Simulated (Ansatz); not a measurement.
Here is an Ansatz 0.2.0 calculation.

The input input.yaml:

```yaml
crystal:
  lattice:
    - [3.232, 0.0, 0.0]
    - [-1.616, 2.798994105, 0.0]
    - [0.0, 0.0, 5.147]
  atoms:
    - { symbol: Zr, position: [0.6666666667, 0.3333333333, 0.75] }
    - { symbol: Zr, position: [0.3333333333, 0.6666666667, 0.25] }
kpoints:
  mp_grid: { grid: [9, 9, 5] }
scf:
  occupations: { method: gaussian, width: 0.026 }
hamiltonian:
  xc: pbe
  pseudopotentials: { kind: all_electron, lapw: { basis_error: 0.001 } }
output:
  forces: true
  stress: true
  eigenvalues: true
```

Potentials or basis: all-electron LAPW, scalar-relativistic.

Run with:

```sh
$ ansatz run input.yaml --threads 1 --pin off --max-ram 3072MiB --backend cpu --events-out ev --progress --plain --runs-dir out
```

Predict the band gap on the k mesh.

none (metal or under the smearing width).

Predict the pressure.

0.6 GPa.

Stress tensor (GPa, compression positive):
```
0.24 0.00 0.00
0.00 0.24 0.00
0.00 0.00 1.33
```
